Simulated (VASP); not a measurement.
# Ge3N4 (P6_3/m) in VASP: notebook, part 3 of 3

VASP 6.6.1. The steps go on from the part before.

### 5 Relaxation of cell and atoms, PBE+D3(BJ)

This run uses another cell than the first one, of 12.48 Å³/atom, 1.009 times its volume.

Contents of INCAR:

```
  PREC = Accurate
  ENCUT = 600
  EDIFF = 1E-7
  ISMEAR = 0
  SIGMA = 0.03
  LREAL = False
  LASPH = True
  NELM = 80
  ALGO = Normal
  ISIF = 3
  LWAVE = False
  LCHARG = False
  GGA = PE
  IVDW = 12
  IBRION = 2
  NSW = 90
  EDIFFG = -0.005
  KPAR = 4
```

Contents of KPOINTS:

```
regular mesh
0
Gamma
  6 6 9
```

Contents of POSCAR:

```
Ge3N4                                   
1.0
    8.0743580204      0.0000003668      0.0000000000
   -4.0371793279      6.9925989815      0.0000000000
    0.0000000000     -0.0000000000      3.0941732922
  Ge              N             
     6     8
Direct
     0.8302515483892562    0.2367497717553048    0.7500000000000000
     0.5935017766339516    0.8302515483892562    0.2500000000000000
     0.2367497717553048    0.4064982233660486    0.2500000000000000
     0.7632502282446951    0.5935017766339516    0.7500000000000000
     0.4064982233660486    0.1697484516107438    0.7500000000000000
     0.1697484516107438    0.7632502282446951    0.2500000000000000
     0.6666666699999979    0.3333333300000021    0.7500000000000000
     0.3333333300000021    0.6666666699999979    0.2500000000000000
     0.6695397697367231    0.9737698072769708    0.7500000000000000
     0.6957699624597525    0.6695397697367231    0.2500000000000000
     0.9737698072769708    0.3042300375402476    0.2500000000000000
     0.0262301927230292    0.6957699624597525    0.7500000000000000
     0.3304602302632769    0.0262301927230292    0.2500000000000000
     0.3042300375402476    0.3304602302632769    0.7500000000000000
```

Potentials or basis: VASP PAW PBE potentials, release 64 (Ge_d, N).

Command:

```console
cat potpaw_PBE.64/Ge_d/POTCAR potpaw_PBE.64/N/POTCAR > POTCAR
mpirun -np 4 vasp_std > vasp.out
```

OUTCAR:

```text
PREC = Accurate
   ENCUT = 600
   EDIFF = 1E-7
   ISMEAR = 0
   LREAL = False
   LASPH = True
   NELM = 80
   ISIF = 3
   GGA = PE
   IVDW = 12
   IBRION = 2
   NSW = 90
   EDIFFG = -0.005
 IVDW          = 12

 ion  position               nearest neighbor table
   1  0.830  0.237  0.750-   7 1.84  11 1.84  11 1.84   9 1.85
   2  0.594  0.830  0.250-   8 1.84   9 1.84   9 1.84  10 1.85
   3  0.237  0.406  0.250-   8 1.84  14 1.84  14 1.84  11 1.85
   4  0.763  0.594  0.750-   7 1.84  10 1.84  10 1.84  12 1.85
   5  0.406  0.170  0.750-   7 1.84  13 1.84  13 1.84  14 1.85
   6  0.170  0.763  0.250-   8 1.84  12 1.84  12 1.84  13 1.85
   7  0.667  0.333  0.750-   1 1.84   5 1.84   4 1.84
   8  0.333  0.667  0.250-   6 1.84   2 1.84   3 1.84
   9  0.670  0.974  0.750-   2 1.84   2 1.84   1 1.85
  10  0.696  0.670  0.250-   4 1.84   4 1.84   2 1.85
  11  0.974  0.304  0.250-   1 1.84   1 1.84   3 1.85
  12  0.026  0.696  0.750-   6 1.84   6 1.84   4 1.85
  13  0.330  0.026  0.250-   5 1.84   5 1.84   6 1.85
  14  0.304  0.330  0.750-   3 1.84   3 1.84   5 1.85

  LATTYP: Found a hexagonal cell.
 ALAT       =     8.0743580204
 C/A-ratio  =     0.3832098211

  Lattice vectors:

 A1 = (   8.0743580204,   0.0000003668,   0.0000000000)
 A2 = (  -4.0371793279,   6.9925989815,   0.0000000000)
 A3 = (   0.0000000000,   0.0000000000,   3.0941732922)

Analysis of symmetry for initial positions (statically):
=====================================================================
 Subroutine PRICEL returns:
 Original cell was already a primitive cell.

 Routine SETGRP: Setting up the symmetry group for a
 hexagonal supercell.

 Subroutine GETGRP returns: Found 12 space group operations
 (whereof  6 operations were pure point group operations)
 out of a pool of 24 trial point group operations.

The static configuration has the point symmetry S_6 .
 The point group associated with its full space group is C_6h.

Analysis of symmetry for dynamics (positions and initial velocities):
=====================================================================
 Subroutine PRICEL returns:
 Original cell was already a primitive cell.

 Routine SETGRP: Setting up the symmetry group for a
[... 137 lines left out ...]
   ISIF   =      3    stress and relaxation
   ISYM   =      2    0-nonsym 1-usesym 2-fastsym
   POTIM  = 0.5000    time-step for ionic-motion
   TEBEG  =    0.0;   TEEND  =   0.0 temperature during run
   PSTRESS=    0.0 pullay stress
   NELECT =     124.0000    total number of electrons
   NUPDOWN=      -1.0000    fix difference up-down
   EMIN   =  10.00;   EMAX   =-10.00  energy-range for DOS
   EFERMI =   0.00;   METHOD = LEGACY
   ISMEAR =     0;   SIGMA  =   0.03  broadening in eV -4-tet -1-fermi 0-gaus
   EFERMI_NEDOS =   21; number of points for ismear=-14 and -15
   IALGO  =     38    algorithm
   IMIX   =      4    mixing-type and parameters
     AMIX     =   0.40;   BMIX     =  1.00
     AMIX_MAG =   1.60;   BMIX_MAG =  1.00
  volume/ion in A,a.u.               =      12.48        84.21
  Fermi-wavevector in a.u.,A,eV,Ry     =   1.460332  2.759628 29.015375  2.132570
  Thomas-Fermi vector in A             =   2.576794
   LORBIT       =      0    0 simple, 1 ext, 2 COOP (PROOUT), +10 PAW based schemes
   GGA     = PE    functional components
   LHFCALC =     F    Hartree Fock is set to
   AEXX    =    0.0000 exact exchange contribution
   IVDW    =    12    specifies the selected vdW correction
   LEPSILON=     F    determine dielectric tensor
   LRPA    =     F    only Hartree local field effects (RPA)
 conjugate gradient relaxation of ions
 non-spin polarized calculation
 Gauss-broadening in eV      SIGMA  =   0.03
  energy-cutoff  :      600.00
  volume of cell :      174.70
 maximum number of plane-waves:      5863
 NGX is ok and might be reduce to    70
   NGX = 33   NGY = 33   NGZ = 13

--------------------------------------- Ionic step        1  -------------------------------------------

 number of electron     123.9999960 magnetization

 Free energy of the ion-electron system (eV)
  ---------------------------------------------------
  ext. energy  EPLUGINS =         0.00000000
  ---------------------------------------------------
  free energy    TOTEN  =       -94.25705748 eV

  energy without entropy =      -94.25705748  energy(sigma->0) =      -94.25705748

------------------------ aborting loop because EDIFF is reached ----------------------------------------

 Edisp (eV)   -3.16009

 E8    (eV) :    -1.1968
[... 355 lines left out ...]
--------------------------------------- Ionic step        8  -------------------------------------------

 number of electron     123.9999965 magnetization

 Free energy of the ion-electron system (eV)
  ---------------------------------------------------
  ext. energy  EPLUGINS =         0.00000000
  ---------------------------------------------------
  free energy    TOTEN  =       -94.25716090 eV

  energy without entropy =      -94.25716090  energy(sigma->0) =      -94.25716090

 E-fermi :   5.1471     XC(G=0): -10.8036

 val. band max:        4.9977025622   @ k =   0.0000   0.0000   0.0000
 cond. band min:       7.0561246705   @ k =   0.0000   0.0000   0.0000
 fundamental gap:      2.0584221083
 Fermi energy:         5.1470665456

 k-point     1 :       0.0000    0.0000    0.0000
  band No.  band energies     occupation
      1     -19.5085      2.00000
      2     -19.4818      2.00000
      3     -19.4818      2.00000
      4     -19.4793      2.00000
      5     -19.4415      2.00000
      6     -19.4415      2.00000
[... 1837 lines left out ...]
     73      12.1525      0.00000
     74      12.1525      0.00000

 [... further k-points ...]

------------------------ aborting loop because EDIFF is reached ----------------------------------------

 Edisp (eV)   -3.16003

 E8    (eV) :    -1.1968
[... 37 lines left out ...]
  FREE ENERGIE OF THE ION-ELECTRON SYSTEM (eV)
  ---------------------------------------------------
  free  energy   TOTEN  =       -97.4171894039 eV

  energy  without entropy=      -97.4171894039  energy(sigma->0) =      -97.41718940

 reached required accuracy - stopping structural energy minimisation
```

Run time: 15 min. Hardware: 4 MPI ranks of Intel Xeon Platinum 8488C (Sapphire Rapids), shared host; peak memory 0.69 GiB.

Results:

| Item | Value |
| --- | --- |
| Free energy | -97.4172 eV |
| Energy gained by relaxing | 0.0 meV/atom |
| Ionic steps | 8 |
| Pressure after relaxing | 0.0 GPa |
| Largest force after relaxing | 0.003 eV/Å |
| Band gap on the k mesh | 2.06 eV, direct |
| Dispersion energy per atom | -0.226 eV |

Forces in eV/Å, atoms in the order of the input:
```
Ge   0.000  0.000  0.000
Ge   0.000  0.000  0.000
Ge   0.000  0.000  0.000
Ge   0.000  0.000  0.000
Ge   0.000  0.000  0.000
Ge   0.000  0.000  0.000
N    0.000  0.000  0.000
N    0.000  0.000  0.000
N   -0.002  0.003  0.000
N   -0.003  0.000  0.000
N    0.001  0.003  0.000
N   -0.001 -0.003  0.000
N    0.002 -0.003  0.000
N    0.003  0.000  0.000
```

Final structure:
```cif
data_structure
_symmetry_space_group_name_H-M 'P 1'
_symmetry_Int_Tables_number 1
_cell_length_a 8.0737
_cell_length_b 8.0737
_cell_length_c 3.0947
_cell_angle_alpha 90.000
_cell_angle_beta 90.000
_cell_angle_gamma 120.000
_cell_volume 174.70
loop_
_atom_site_label
_atom_site_type_symbol
_atom_site_fract_x
_atom_site_fract_y
_atom_site_fract_z
_atom_site_occupancy
Ge1 Ge 0.83042 0.23688 0.75000 1
Ge2 Ge 0.59355 0.83042 0.25000 1
Ge3 Ge 0.23688 0.40645 0.25000 1
Ge4 Ge 0.76312 0.59355 0.75000 1
Ge5 Ge 0.40645 0.16958 0.75000 1
Ge6 Ge 0.16958 0.76312 0.25000 1
N1 N 0.66667 0.33333 0.75000 1
N2 N 0.33333 0.66667 0.25000 1
N3 N 0.66971 0.97389 0.75000 1
N4 N 0.69582 0.66971 0.25000 1
N5 N 0.97389 0.30418 0.25000 1
N6 N 0.02611 0.69582 0.75000 1
N7 N 0.33029 0.02611 0.25000 1
N8 N 0.30418 0.33029 0.75000 1
```

Caveat: an odd mesh through Γ misses points on the zone boundary, where band edges often lie.

### 6 Relaxation of cell and atoms, PBE

Contents of INCAR:

```
SYSTEM = Ge3N4
  ALGO = Normal
  EDIFF = 1E-6
  EDIFFG = -0.01
  ENCUT = 300
  GGA = PE
  IBRION = 2
  ISIF = 3
  ISMEAR = 0
  KPAR = 4
  LASPH = .TRUE.
  LCHARG = .FALSE.
  LREAL = .FALSE.
  LWAVE = .FALSE.
  NELM = 80
  NSW = 90
  PREC = Accurate
  SIGMA = 0.03
```

Contents of KPOINTS:

```
k-points
0
G
  3 3 5
  0 0 0
```

Contents of POSCAR:

```
Ge3N4
1.0
    8.0509314886      0.0000000000      0.0000000000
   -4.0254657443      6.9723111933      0.0000000000
    0.0000000000      0.0000000000      3.0835213900
Ge N
6 8
Direct
    0.8291483000      0.2354845000      0.7500000000
    0.5936638000      0.8291483000      0.2500000000
    0.2354845000      0.4063362000      0.2500000000
    0.7645155000      0.5936638000      0.7500000000
    0.4063362000      0.1708517000      0.7500000000
    0.1708517000      0.7645155000      0.2500000000
    0.6666666700      0.3333333300      0.7500000000
    0.3333333300      0.6666666700      0.2500000000
    0.6696316000      0.9727169800      0.7500000000
    0.6969146200      0.6696316000      0.2500000000
    0.9727169800      0.3030853800      0.2500000000
    0.0272830200      0.6969146200      0.7500000000
    0.3303684000      0.0272830200      0.2500000000
    0.3030853800      0.3303684000      0.7500000000
```

Potentials or basis: VASP PAW PBE potentials, release 64 (Ge_d, N_s).

Command:

```console
cat potpaw_PBE.64/Ge_d/POTCAR potpaw_PBE.64/N_s/POTCAR > POTCAR
mpirun -np 4 vasp_std > vasp.out
```

Run time: 74 s. Hardware: 4 MPI ranks of Intel Xeon Platinum 8559C (Emerald Rapids), shared host; peak memory 0.21 GiB.

The run converged, but a check on its numbers failed (symmetry, net force, bounds or a known fault of this set-up), so they aren't taken as properties of the crystal.

Caveat: the cutoff lies under the usual one of these potentials, so the numbers hold a large basis-set error.
